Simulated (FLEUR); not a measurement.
# C (Fd-3m) in FLEUR: a series of runs, part 2 of 2

FLEUR MaX-R8.1 (later development tree). Earlier steps stand in the parts before.

## (5) Equation of state, PBEsol, 5.67 Å³/atom

Contents of inp.xml:

```xml
<?xml version="1.0" encoding="UTF-8" standalone="no"?>
<fleurInput fleurInputVersion="0.39">
   <comment>
      C                                                                                                   
   </comment>
   <calculationSetup>
      <cutoffs Kmax="5.5" Gmax="17.0" GmaxXC="17.0" numbands="0"/>
      <scfLoop itmax="60" minDistance="0.00001" maxIterBroyd="15" imix="Anderson" alpha="0.05" precondParam="0.0" spinf="2.0" sdNocoIR="T"/>
      <coreElectrons ctail="T" frcor="F" kcrel="0" coretail_lmax="0"/>
      <xcFunctional name="PBEs" relativisticCorrections="F"/>
      <magnetism jspins="1"/>
      <soc l_soc="F" theta="0.0" phi="0.0" spav="F"/>
      <expertModes spex="0" secvar="F"/>
      <geometryOptimization l_f="F" forcealpha="1.0" forcemix="BFGS" epsdisp="0.00001" epsforce="0.00001"/>
      <ldaU l_linMix="F" mixParam="0.05" spinf="1.0"/>
   </calculationSetup>
   <cell>
      <bzIntegration valenceElectrons="8.0" mode="hist" fermiSmearingEnergy="0.00183747">
         <kPointListSelection listName="default-1"/>
         <!-- k-points included here -->
         <xi:include xmlns:xi="http://www.w3.org/2001/XInclude" href="kpts.xml"> </xi:include>
      </bzIntegration>
      <!-- symmetry operations included here -->
      <xi:include xmlns:xi="http://www.w3.org/2001/XInclude" href="sym.xml"> </xi:include>
      <bulkLattice scale="1.0000000000">
         <bravaisMatrix>
            <row-1>    0.0000000000000000     3.3700808788279017     3.3700808788279017</row-1>
            <row-2>    3.3700808788279017     0.0000000000000000     3.3700808788279017</row-2>
            <row-3>    3.3700808788279017     3.3700808788279017     0.0000000000000000</row-3>
         </bravaisMatrix>
      </bulkLattice>
   </cell>
   <atomSpecies>
      <species name="Carbon (C)" element="C" atomicNumber="6">
         <mtSphere radius="1.31" gridPoints="447" logIncrement="0.023"/>
         <atomicCutoffs lmax="8" lnonsphr="6"/>
         <electronConfig flipSpins="F">
            <coreConfig>(1s1/2)</coreConfig>
            <valenceConfig>(2s1/2) (2p1/2) (2p3/2)</valenceConfig>
            <stateOccupation state="(2p1/2)" spinUp="0.333333" spinDown="0.333333"/>
            <stateOccupation state="(2p3/2)" spinUp="0.666667" spinDown="0.666667"/>
         </electronConfig>
         <energyParameters s="2" p="2" d="3" f="4"/>
         <lo type="SCLO" l="0" n="2" eDeriv="2"/>
         <lo type="SCLO" l="1" n="2" eDeriv="2"/>
         <lo type="SCLO" l="2" n="3" eDeriv="2"/>
      </species>
   </atomSpecies>
   <atomGroups>
      <atomGroup species="Carbon (C)">
         <relPos label="                   1">-3.000/8.000 -3.000/8.000 -3.000/8.000</relPos>
         <relPos label="                   2">3.000/8.000 3.000/8.000 3.000/8.000</relPos>
         <force calculate="T" relaxXYZ="TTT"/>
      </atomGroup>
   </atomGroups>
   <output dos="F" band="F" slice="F">
      <checks vchk="F" cdinf="F"/>
      <bandDOS minEnergy="-.5*Htr" maxEnergy="0.5*Htr" sigma="0.015" storeEVData="T"/>
      <vacuumDOS vacdos="F" integ="F" star="F" nstars="0" locx1="0.0" locy1="0.0" locx2="0.0" locy2="0.0" nstm="0" tworkf="0.0"/>
      <unfoldingBand unfoldBand="F" supercellX="1" supercellY="1" supercellZ="1"/>
      <plotting iplot="0" polar="F">
         <plot TwoD="T" vec1="  1.0  0.0  0.0" vec2="  0.0  1.0  0.0" vec3="  0.0  0.0  1.0" zero="  0.0  0.0  0.0" file="plot"/>
      </plotting>
      <chargeDensitySlicing numkpt="0" minEigenval="0.0" maxEigenval="0.0" nnne="0" pallst="F"/>
      <specialOutput eonly="F"/>
      <moessbauerParams electricFieldGradient="T" isomerShift="T" coreHyperfine="T" valenceHyperfine="T"/>
      <magneticCircularDichroism mcd="F" energyLo="-10.0" energyUp="0.0"/>
   </output>
  <!-- We include the file relax.xml here to enable relaxations (see documentation) -->
  <xi:include xmlns:xi="http://www.w3.org/2001/XInclude" href="relax.xml"> <xi:fallback/> </xi:include>
</fleurInput>
```

Run with:

```console
> inpgen -f crystal.txt -profile fastHighL
> # inp.xml edited to the form shown
> fleur_MPI
```

Run time: 14 s. Hardware: 1 thread of Arm Neoverse V1, shared host; peak memory 0.08 GiB.

Results (log left out):

```yaml
Free_energy: -2065.1823 eV
Band_gap_on_the_k_mesh: 4.01 eV, indirect (least direct gap 5.54 eV)
Valence_electrons_inside_the_program's_atomic_spheres: C 1.95 (radii C 1.31 bohr)
```

Caveat: an odd mesh through Γ misses points on the zone boundary, where band edges often lie.

## (6) Equation of state, PBEsol, 5.90 Å³/atom (volume scaled by 1.04)

Changes to inp.xml since step 5:

```diff
@@ -24,3 +24,3 @@
       <xi:include xmlns:xi="http://www.w3.org/2001/XInclude" href="sym.xml"> </xi:include>
-      <bulkLattice scale="1.0000000000">
+      <bulkLattice scale="1.0131594038">
          <bravaisMatrix>
```

Potentials or basis: all-electron, FLAPW.

Run with:

```console
> inpgen -f crystal.txt -profile fastHighL
> # inp.xml edited to the form shown
> fleur_MPI
```

It took 15 s on 1 thread of Arm Neoverse V1, shared host; peak memory 0.08 GiB.

It converged, with:

* Free energy: -2065.1460 eV
* Band gap on the k mesh: 3.93 eV, indirect (least direct gap 5.43 eV)
* Valence electrons inside the program's atomic spheres: C 1.92 (radii C 1.31 bohr)

Caveat: an odd mesh through Γ misses points on the zone boundary, where band edges often lie.

## (7) Equation of state, PBEsol, 6.01 Å³/atom (volume scaled by 1.06)

Changes to inp.xml since step 6:

```diff
@@ -24,3 +24,3 @@
       <xi:include xmlns:xi="http://www.w3.org/2001/XInclude" href="sym.xml"> </xi:include>
-      <bulkLattice scale="1.0131594038">
+      <bulkLattice scale="1.0196128224">
          <bravaisMatrix>
```

Run with:

```console
> inpgen -f crystal.txt -profile fastHighL
> # inp.xml edited to the form shown
> fleur_MPI
```

Run time: 15 s. Hardware: 1 thread of Arm Neoverse V1, shared host; peak memory 0.08 GiB.

The run converged. Its results:

| Item | Value |
| --- | --- |
| Free energy | -2065.1120 eV |
| Band gap on the k mesh | 3.89 eV, indirect (least direct gap 5.39 eV) |
| Valence electrons inside the program's atomic spheres | C 1.90 (radii C 1.31 bohr) |

Caveat: an odd mesh through Γ misses points on the zone boundary, where band edges often lie.

## (8) Equation of state, PBEsol

No new run: the results of the series are fitted here.

Results:

```yaml
Equilibrium_volume: 5.61 Å³/atom
Bulk_modulus: 450 GPa
Pressure_derivative_of_the_bulk_modulus: "3.7 (rough: it moves with the points fitted)"
```

Energy against volume, from the lowest point:
```tsv
volume (Å³/atom)	energy (meV/atom)
5.332	20.41
5.445	6.40
5.672	0.00
5.899	18.15
6.012	35.13
```

## (9) Against experiment

Step 8. A measured bulk modulus of C is 444.8 GPa (quoted in “Equation of state of cubic boron nitride at high pressures and temperatures”, 2007, arxiv:cond-mat/0702656); the calculated 450 GPa misses it by +1.2 %. 3 values of this kind are on record (442 to 444.8 GPa); this one was drawn at random among those near their median, those with a stated uncertainty first. The fit is for a static lattice scaled at fixed shape and fixed fractional positions. The cell as given is a measured one (5.67 Å³/atom); PBEsol puts the equilibrium volume -1.1 % from it, thermal expansion not counted.
